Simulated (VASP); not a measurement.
# Al32N31 (a cell with a defect) in VASP: further runs

One crystal, Al32N31 (a cell with a defect), is run at these levels: PBE, HSE06; tasks: relaxation of the atoms, single point.

All numbers are computed with VASP 6.6.1; they aren't measurements. Logs are shortened: lines on timing, memory, paths and dates and some standing lists are left out, and cuts for length are marked.

## Step 1: The structure

The cell holds a defect, 63 atoms: a = 9.677 Å, b = 9.677 Å, c = 9.677 Å, α = 99.45°, β = 111.91°, γ = 117.56°.

## Step 2: Relaxation of the atoms, PBE, collinear spin, ferromagnetic start

Input file INCAR:

```
PREC = Normal
ENCUT = 450
EDIFF = 1E-6
ISMEAR = 0
SIGMA = 0.01
LREAL = Auto
LASPH = T
NELM = 150
ALGO = Normal
ISIF = 2
LWAVE = F
LCHARG = F
ISPIN = 2
MAGMOM = 0 0 0 0 0 0 0 0 0 0 0 0 0.25 0 0 0 0.25 0.25 0 0 0 0 0 0 0.25 0 0 0 0 0 0 0 0 0 0 0 0 0 0 0 0 0 0 0 0 0 0 0 0 0 0 0 0 0 0 0 0 0 0 0 0 0 0
LORBIT = 11
GGA = PE
IBRION = 2
NSW = 70
EDIFFG = -0.025
AMIX = 0.2
BMIX = 1E-4
AMIX_MAG = 0.8
BMIX_MAG = 1E-4
ICORELEVEL = 1
ISYM = 0
LUSENCCL = F
```

Input file KPOINTS:

```
Automatic mesh
0
Monkhorst-Pack
  2 2 2
```

Input file POSCAR:

```
Al32N31
1.0
   -6.2557320000     -5.4176240000     -5.0159260000
    6.2557320000      5.4176240000     -5.0159260000
    6.2557320000     -5.4176240000      5.0159260000
Al N
32 31
Direct
    0.0836837500      0.6253503800      0.7083331200
    0.8336837500      0.5003503800      0.3333331200
    0.0836837500      0.8753503800      0.9583331200
    0.8336837500      0.7503503800      0.5833331200
    0.0836837500      0.1253503700      0.2083331200
    0.5836837500      0.6253503800      0.2083331200
    0.8336837500      0.0003503700      0.8333331200
    0.3336837500      0.5003503800      0.8333331200
    0.0836837500      0.3753503800      0.4583331200
    0.5836837500      0.8753503800      0.4583331200
    0.8336837500      0.2503503800      0.0833331300
    0.3336837500      0.7503503800      0.0833331300
    0.5942372600      0.1150306800      0.7121309400
    0.3336837500      0.0003503800      0.3333331200
    0.5836837500      0.3753503800      0.9583331200
    0.3336837500      0.2503503700      0.5833331200
    0.4243863600      0.9968149100      0.9177912100
    0.1573939500      0.8684972600      0.5358611900
    0.4170172500      0.2503506300      0.1666668800
    0.1670172500      0.1253506300      0.7916668800
    0.4170172500      0.5003506300      0.4166668800
    0.9170172500      0.0003506300      0.4166668800
    0.1670172500      0.3753506300      0.0416668800
    0.6670172500      0.8753506200      0.0416668800
    0.4220045400      0.7517922100      0.6660220300
    0.9170172500      0.2503506300      0.6666668800
    0.1670172500      0.6253506300      0.2916668800
    0.6670172500      0.1253506200      0.2916668800
    0.9170172500      0.5003506300      0.9166668800
    0.6670172500      0.3753506300      0.5416668800
    0.9170172500      0.7503506200      0.1666668700
    0.6670172500      0.6253506300      0.7916668800
    0.1429827500      0.8096493800      0.3333331200
    0.3929827500      0.1846493800      0.9583331200
    0.1429827500      0.0596493800      0.5833331200
    0.3929827500      0.4346493800      0.2083331200
    0.8929827500      0.9346493800      0.2083331200
    0.1429827500      0.3096493800      0.8333331200
    0.6429827500      0.8096493800      0.8333331200
    0.3929827500      0.6846493800      0.4583331200
    0.8929827500      0.1846493800      0.4583331200
    0.1429827500      0.5596493800      0.0833331300
    0.6429827500      0.0596493800      0.0833331300
    0.8929827500      0.4346493800      0.7083331200
    0.6429827500      0.3096493800      0.3333331200
    0.8929827500      0.6846493800      0.9583331200
    0.6429827500      0.5596493800      0.5833331200
    0.2263162500      0.8096496200      0.9166668800
    0.9763162500      0.6846496200      0.5416668800
    0.2263162500      0.0596496300      0.1666668800
    0.9763162500      0.9346496200      0.7916668800
    0.2263162500      0.3096496300      0.4166668800
    0.7263162500      0.8096496200      0.4166668800
    0.9763162500      0.1846496300      0.0416668800
    0.4763162500      0.6846496200      0.0416668800
    0.2263162500      0.5596496300      0.6666668800
    0.7263162500      0.0596496300      0.6666668800
    0.9763162500      0.4346496200      0.2916668800
    0.4763162500      0.9346496200      0.2916668800
    0.7263162500      0.3096496300      0.9166668800
    0.4763162500      0.1846496300      0.5416668800
    0.7263162500      0.5596496200      0.1666668700
    0.4763162500      0.4346496300      0.7916668800
```

Potentials or basis: VASP PAW PBE potentials, release 64 (Al, N).

The run is started by

```bash
$ cat potpaw_PBE.64/Al/POTCAR potpaw_PBE.64/N/POTCAR > POTCAR
$ mpirun -np 1 vasp_std > vasp.out
```

OUTCAR:

```text
PREC = Normal
   ENCUT = 450
   EDIFF = 1E-6
   ISMEAR = 0
   LREAL = Auto
   LASPH = T
   NELM = 150
   ISIF = 2
   ISPIN = 2
   LORBIT = 11
   GGA = PE
   IBRION = 2
   NSW = 70
   EDIFFG = -0.025
   AMIX = 0.2
   AMIX_MAG = 0.8
   ISYM = 0

 ion  position               nearest neighbor table
   1  0.084  0.625  0.708-  56 1.90  49 1.90  48 1.90  44 1.91  18 3.08  26 3.09  30 3.09  29 3.09
                            17 3.09   9 3.13   3 3.13   4 3.13   8 3.13   2 3.13  12 3.13  25 3.14
   2  0.834  0.500  0.333-  58 1.90  62 1.90  49 1.90  45 1.91  18 3.02  27 3.09  31 3.09  28 3.09
                            19 3.09  30 3.09  11 3.13   4 3.13   1 3.13  15 3.13   6 3.13   9 3.13
   3  0.084  0.875  0.958-  48 1.90  51 1.90  50 1.90  46 1.91  29 3.09  20 3.09  32 3.09  19 3.09
                            31 3.09   5 3.13   1 3.13   7 3.13  14 3.13   4 3.13  12 3.13  17 3.15
   4  0.834  0.750  0.583-  49 1.90  53 1.90  51 1.90  47 1.91  18 3.04  30 3.09  22 3.09  21 3.09
                            20 3.09  32 3.09   7 3.13   2 3.13   1 3.13  10 3.13   3 3.13   6 3.13
   5  0.084  0.125  0.208-  50 1.90  54 1.90  52 1.90  37 1.91  19 3.09  31 3.09  23 3.09  24 3.09
                            22 3.09  21 3.09   3 3.13   9 3.13  14 3.13   7 3.13  16 3.13  11 3.13
   6  0.584  0.625  0.208-  62 1.90  55 1.90  53 1.90  36 1.91  31 3.09  19 3.09  24 3.09  23 3.09
                            22 3.09  21 3.09  10 3.13  15 3.13  12 3.13   4 3.13   8 3.13   2 3.13
   7  0.834  0.000  0.833-  51 1.90  57 1.90  54 1.90  39 1.91  13 2.96  25 3.05  20 3.09  32 3.09
                            26 3.09  23 3.09  24 3.09   4 3.13  11 3.13   3 3.13   5 3.13  10 3.13
   8  0.334  0.500  0.833-  63 1.90  56 1.90  55 1.90  38 1.91  32 3.09  20 3.09  26 3.09  24 3.09
                            23 3.09  25 3.11  12 3.13  16 3.13  15 3.13   6 3.13   9 3.13   1 3.13
   9  0.084  0.375  0.458-  52 1.90  58 1.90  56 1.90  41 1.91  21 3.09  22 3.09  27 3.09  28 3.09
[... 76 lines left out ...]
  62  0.726  0.560  0.167-   6 1.90   2 1.90  15 1.90  31 1.91
  63  0.476  0.435  0.792-   8 1.90  15 1.90  16 1.90  32 1.91

IMPORTANT INFORMATION: All symmetrisations will be switched off!
NOSYMM: (Re-)initialisation of all symmetry stuff for point group C_1.

----------------------------------------------------------------------------------------

                                     Primitive cell

  volume of cell :     679.9831

  direct lattice vectors                    reciprocal lattice vectors
    -6.255732000 -5.417624000 -5.015926000     0.000000000 -0.092291381 -0.099682491
     6.255732000  5.417624000 -5.015926000     0.079926698  0.000000000 -0.099682491
     6.255732000 -5.417624000  5.015926000     0.079926698 -0.092291381  0.000000000

  length of vectors
     9.677000894  9.677000894  9.677000894     0.135846598  0.127768838  0.122090032

  position of ions in fractional coordinates (direct lattice)
     0.083683750  0.625350380  0.708333120
     0.833683750  0.500350380  0.333333120
     0.083683750  0.875350380  0.958333120
     0.833683750  0.750350380  0.583333120
     0.083683750  0.125350370  0.208333120
     0.583683750  0.625350380  0.208333120
[... 55 lines left out ...]
     0.726316250  0.559649620  0.166666870
     0.476316250  0.434649630  0.791666880

  ion indices of the primitive-cell ions
   primitive index   ion index
                 1           1
                 2           2
                 3           3
                 4           4
                 5           5
                 6           6
[... 55 lines left out ...]
                62          62
                63          63

----------------------------------------------------------------------------------------

 KPOINTS: Automatic mesh

Automatic generation of k-mesh.
 Grid dimensions read from file:
 generate k-points for:    2    2    2

 Generating k-lattice:

  Cartesian coordinates                     Fractional coordinates (reciprocal lattice)
[... 44 lines left out ...]
[... 272 lines left out ...]
  FREE ENERGIE OF THE ION-ELECTRON SYSTEM (eV)
  ---------------------------------------------------
  free  energy   TOTEN  =      -462.2381269148 eV

  energy  without entropy=     -462.2381269148  energy(sigma->0) =     -462.23812691

[... ionic steps 4 to 21 ...]

--------------------------------------- Ionic step       22  -------------------------------------------

 number of electron     251.0000032 magnetization       1.0000000

------------------------ aborting loop because EDIFF is reached ----------------------------------------
[... 189 lines left out ...]
--------------------------------------- Ionic step       24  -------------------------------------------

 number of electron     251.0000033 magnetization       1.0000000

 Free energy of the ion-electron system (eV)
  ---------------------------------------------------
  ext. energy  EPLUGINS =         0.00000000
  ---------------------------------------------------
  free energy    TOTEN  =      -462.44071723 eV

  energy without entropy =     -462.44071723  energy(sigma->0) =     -462.44071723

 the core state eigenenergies are
   1-  1s  -1497.3886  2s    -94.7368  2p    -56.1878
   2-  1s  -1497.3474  2s    -94.7106  2p    -56.1610
   3-  1s  -1497.3732  2s    -94.7343  2p    -56.1847
   4-  1s  -1497.3965  2s    -94.7510  2p    -56.2017
   5-  1s  -1497.4008  2s    -94.7531  2p    -56.2040
   6-  1s  -1497.3937  2s    -94.7443  2p    -56.1953
[... 55 lines left out ...]
  62-  1s   -367.8685
  63-  1s   -367.8709

 E-fermi :   9.0796     XC(G=0): -10.7904

 val. band max:        9.0277494707   @ k =  -0.2500  -0.2500   0.2500
 cond. band min:       9.8189150982   @ k =  -0.2500   0.2500   0.2500
 fundamental gap:      0.7911656275
 Fermi energy:         9.0795907030

 spin component 1

 k-point     1 :       0.2500    0.2500    0.2500
  band No.  band energies     occupation
      1      -8.6292      1.00000
      2      -8.6182      1.00000
      3      -8.6107      1.00000
      4      -8.4931      1.00000
      5      -7.7107      1.00000
      6      -7.7002      1.00000
[... 549 lines left out ...]
    136      11.8057      0.00000
    137      11.8305      0.00000
 Fermi energy:         9.0795907030

 spin component 2

 k-point     1 :       0.2500    0.2500    0.2500
  band No.  band energies     occupation
      1      -8.6185      1.00000
      2      -8.6093      1.00000
      3      -8.6043      1.00000
      4      -8.4738      1.00000
      5      -7.6969      1.00000
      6      -7.6910      1.00000
[... 549 lines left out ...]
    136      11.8318      0.00000
    137      11.8566      0.00000
 [bands above 137 left out]

------------------------ aborting loop because EDIFF is reached ----------------------------------------

  FORCE on cell =-STRESS in cart. coord.  units (eV):
  Direction    XX          YY          ZZ          XY          YZ          ZX
  --------------------------------------------------------------------------------------
  -------------------------------------------------------------------------------------
  Total       -2.0321778     -4.7386776     -2.2212892      2.3907553      1.5262714      2.7853690
  in kB       -4.7882210    -11.1652804     -5.2338056      5.6331018      3.5962032      6.5628913
  external PRESSURE =      -7.0624356 kB  Pullay stress =       0.0000000 kB
[... 78 lines left out ...]
  FREE ENERGIE OF THE ION-ELECTRON SYSTEM (eV)
  ---------------------------------------------------
  free  energy   TOTEN  =      -462.4407172297 eV

  energy  without entropy=     -462.4407172297  energy(sigma->0) =     -462.44071723

 reached required accuracy - stopping structural energy minimisation

 total charge

# of ion       s       p       d       tot
------------------------------------------
    1        0.365   0.432   0.000   0.797
    2        0.367   0.434   0.000   0.801
    3        0.367   0.434   0.000   0.800
    4        0.366   0.432   0.000   0.798
    5        0.366   0.432   0.000   0.798
    6        0.366   0.431   0.000   0.797
[... 55 lines left out ...]
   62        1.227   2.616   0.000   3.843
   63        1.228   2.617   0.000   3.845
--------------------------------------------------
tot         49.844  94.546   0.000 144.390

 magnetization (x)

# of ion       s       p       d       tot
------------------------------------------
    1       -0.000   0.000   0.000  -0.000
    2        0.001   0.002   0.000   0.003
    3       -0.000   0.000   0.000   0.000
    4       -0.000   0.000   0.000   0.000
    5        0.000   0.000   0.000   0.000
    6        0.000   0.000   0.000   0.000
[... 55 lines left out ...]
   62        0.000   0.001   0.000   0.001
   63        0.000   0.000   0.000   0.001
--------------------------------------------------
tot          0.111   0.243   0.000   0.353
```

Wall time 1.7 h (1 × NVIDIA H100 80GB with 1 thread of AMD EPYC 7R13 (Zen 3), shared host); peak memory 1.7 GiB.

Results:

* Free energy: -462.4407 eV
* Energy gained by relaxing: 8.9 meV/atom
* Ionic steps: 24
* Largest force after relaxing: 0.016 eV/Å
* Net moment: 1.00 μB per cell
* Site moments: Al -0.00, +0.00, +0.04, +0.01; N -0.00, +0.02, +0.00, +0.01, +0.04 μB
* Valence electrons inside the program's atomic spheres: Al 0.80, 0.79, 0.78, 0.77, 0.81; N 3.81, 3.84, 3.82, 3.85, 3.83

Forces in eV/Å, atoms in the order of the input:
```
Al  -0.005  0.009 -0.006
Al   0.002  0.003  0.001
Al   0.005  0.003  0.002
Al   0.000  0.005  0.005
Al  -0.007 -0.003 -0.007
Al  -0.006  0.000  0.004
Al  -0.003 -0.003 -0.001
Al  -0.004 -0.002  0.001
Al   0.002 -0.001 -0.001
Al   0.002 -0.003  0.007
Al  -0.003  0.000 -0.001
Al   0.004  0.001 -0.004
Al   0.006 -0.005  0.000
Al  -0.001  0.006 -0.002
Al   0.005  0.003 -0.002
Al  -0.008 -0.006 -0.006
Al   0.016  0.001 -0.003
Al  -0.007  0.007  0.002
Al  -0.005 -0.004  0.003
Al   0.000 -0.005  0.005
Al   0.005 -0.001 -0.001
Al   0.001 -0.001  0.007
Al  -0.006 -0.004  0.002
Al  -0.005  0.000 -0.001
Al   0.004 -0.002  0.004
Al  -0.001 -0.008  0.007
Al  -0.001 -0.003  0.000
Al   0.000  0.000 -0.003
Al   0.009 -0.001  0.004
Al   0.008  0.006  0.003
Al  -0.006 -0.004 -0.002
Al  -0.007  0.005 -0.001
N    0.000 -0.002 -0.002
N    0.000  0.001 -0.002
N    0.001  0.003 -0.004
N    0.002  0.004 -0.003
N    0.005  0.000  0.008
N    0.002  0.000 -0.004
N    0.009 -0.002  0.001
N   -0.001  0.003  0.002
N   -0.008 -0.004 -0.002
N   -0.006  0.001 -0.007
N    0.000 -0.009 -0.001
N   -0.001 -0.002  0.006
N    0.002 -0.010 -0.004
N   -0.007  0.001 -0.005
N   -0.007 -0.003  0.008
N   -0.004 -0.010 -0.002
N    0.000  0.007  0.003
N    0.002 -0.001  0.001
N   -0.006  0.012  0.000
N    0.001  0.002  0.007
N   -0.002  0.006 -0.005
N    0.005  0.002 -0.005
N    0.003  0.001 -0.004
N   -0.001  0.000  0.001
N    0.008  0.004  0.000
N   -0.003 -0.005 -0.001
N   -0.008  0.001 -0.005
N    0.011 -0.006 -0.006
N    0.001  0.002 -0.005
N    0.010  0.004  0.004
N    0.000  0.006  0.006
```

Step by step:
| step | energy change (eV) | largest force (eV/Å) | pressure (GPa) |
| --- | --- | --- | --- |
| 1 | 0.0000 | 3.0639 | -0.23 |
| 2 | -0.2641 | 1.4899 | -0.60 |
| 3 | -0.3604 | 0.5219 | -0.57 |
| 4 | -0.4273 | 0.2914 | -0.65 |
| 5 | -0.4306 | 0.2864 | -0.67 |
| 6 | -0.4725 | 0.2473 | -0.71 |
| 7 | -0.4778 | 0.3067 | -0.73 |
| 8 | -0.5060 | 0.1912 | -0.74 |
| 9 | -0.5085 | 0.2253 | -0.74 |
| 10 | -0.5271 | 0.1695 | -0.72 |
| 11 | -0.5302 | 0.1498 | -0.71 |
| 12 | -0.5425 | 0.1361 | -0.69 |
| 13 | -0.5428 | 0.1520 | -0.69 |
| 14 | -0.5513 | 0.0809 | -0.69 |
| 15 | -0.5515 | 0.0837 | -0.69 |
| 16 | -0.5569 | 0.0720 | -0.69 |
| 17 | -0.5570 | 0.0702 | -0.69 |
| 18 | -0.5602 | 0.0608 | -0.69 |
| 19 | -0.5603 | 0.0675 | -0.69 |
| 20 | -0.5620 | 0.0393 | -0.71 |
| 21 | -0.5620 | 0.0384 | -0.71 |
| 22 | -0.5627 | 0.0399 | -0.71 |
| 23 | -0.5627 | 0.0281 | -0.71 |
| 24 | -0.5630 | 0.0159 | -0.71 |

Final structure:
```cif
data_structure
_symmetry_space_group_name_H-M 'P 1'
_symmetry_Int_Tables_number 1
_cell_length_a 9.6770
_cell_length_b 9.6770
_cell_length_c 9.6770
_cell_angle_alpha 99.451
_cell_angle_beta 111.910
_cell_angle_gamma 117.559
_cell_volume 679.98
loop_
_atom_site_label
_atom_site_type_symbol
_atom_site_fract_x
_atom_site_fract_y
_atom_site_fract_z
_atom_site_occupancy
Al1 Al 0.08445 0.62745 0.70878 1
Al2 Al 0.83176 0.49822 0.33200 1
Al3 Al 0.08291 0.87392 0.96017 1
Al4 Al 0.83278 0.74948 0.58364 1
Al5 Al 0.08360 0.12535 0.20885 1
Al6 Al 0.58391 0.62437 0.20778 1
Al7 Al 0.83634 0.00069 0.83379 1
Al8 Al 0.33583 0.50313 0.83309 1
Al9 Al 0.08562 0.37794 0.45761 1
Al10 Al 0.58506 0.87499 0.45707 1
Al11 Al 0.83070 0.24727 0.08054 1
Al12 Al 0.33360 0.74926 0.08443 1
Al13 Al 0.58825 0.11838 0.70600 1
Al14 Al 0.33382 0.99872 0.33598 1
Al15 Al 0.58346 0.37460 0.95743 1
Al16 Al 0.33451 0.25043 0.58409 1
Al17 Al 0.40308 0.99567 0.90676 1
Al18 Al 0.16777 0.87831 0.55395 1
Al19 Al 0.41624 0.24962 0.16777 1
Al20 Al 0.16770 0.12555 0.79181 1
Al21 Al 0.41785 0.49949 0.41678 1
Al22 Al 0.91636 0.00102 0.41555 1
Al23 Al 0.16755 0.37563 0.04159 1
Al24 Al 0.66586 0.87492 0.04029 1
Al25 Al 0.42611 0.75944 0.66658 1
Al26 Al 0.92119 0.25241 0.66499 1
Al27 Al 0.16645 0.62503 0.29273 1
Al28 Al 0.66431 0.12390 0.28786 1
Al29 Al 0.91700 0.49864 0.91605 1
Al30 Al 0.66798 0.37413 0.54239 1
Al31 Al 0.91866 0.75103 0.17030 1
Al32 Al 0.66820 0.62436 0.79277 1
N1 N 0.14567 0.81111 0.34202 1
N2 N 0.39363 0.18790 0.96066 1
N3 N 0.14172 0.06240 0.58265 1
N4 N 0.39308 0.43429 0.20851 1
N5 N 0.89217 0.93452 0.20766 1
N6 N 0.14565 0.31219 0.83338 1
N7 N 0.64619 0.80964 0.83418 1
N8 N 0.39376 0.68368 0.45626 1
N9 N 0.89306 0.18629 0.45489 1
N10 N 0.14229 0.55885 0.08436 1
N11 N 0.63492 0.05572 0.07517 1
N12 N 0.89444 0.43451 0.70829 1
N13 N 0.64139 0.30786 0.33303 1
N14 N 0.89341 0.68310 0.96095 1
N15 N 0.64311 0.55827 0.58413 1
N16 N 0.22375 0.80664 0.91902 1
N17 N 0.97110 0.68021 0.53969 1
N18 N 0.22617 0.05839 0.16871 1
N19 N 0.97790 0.93386 0.79283 1
N20 N 0.22750 0.31009 0.41717 1
N21 N 0.72701 0.80886 0.41593 1
N22 N 0.97669 0.18442 0.04154 1
N23 N 0.47675 0.68482 0.04206 1
N24 N 0.23101 0.56717 0.66669 1
N25 N 0.73552 0.06064 0.66486 1
N26 N 0.97408 0.43271 0.28928 1
N27 N 0.47640 0.93425 0.29181 1
N28 N 0.72268 0.30464 0.91275 1
N29 N 0.47705 0.18206 0.54454 1
N30 N 0.72655 0.55871 0.16606 1
N31 N 0.47676 0.43495 0.79163 1
```

Levels at points of the mesh, in eV from the valence-band top:
Spin up:
```tsv
k point	band 124	band 125	band 126	band 127	band 128	band 129
(0.25, 0.25, 0.25)	-3.57	-3.00	-0.05	0.89	0.94	2.31
```
Spin down:
| k point | band 123 | band 124 | band 125 | band 126 | band 127 | band 128 |
| --- | --- | --- | --- | --- | --- | --- |
| (0.25, 0.25, 0.25) | -3.57 | -3.56 | -2.77 | 0.81 | 0.96 | 1.04 |

Core levels (eV, on the scale of the bands):
| atom | levels |
| --- | --- |
| 1 Al | 1s -1497.4, 2s -94.7, 2p -56.2 |
| 2 Al | 1s -1497.3, 2s -94.7, 2p -56.2 |
| 3 Al | 1s -1497.4, 2s -94.7, 2p -56.2 |
| 4 Al | 1s -1497.4, 2s -94.8, 2p -56.2 |
| 5 Al | 1s -1497.4, 2s -94.8, 2p -56.2 |
| 6 Al | 1s -1497.4, 2s -94.7, 2p -56.2 |

Caveat: the k mesh is coarse (spacing up to 0.43 Å⁻¹), so the values aren't converged; the cutoff is under 1.25 times the usual one of these potentials, so pressure, stress and relaxed cells hold a basis-set (Pulay) error.

(Continued in part 2 of 2.)
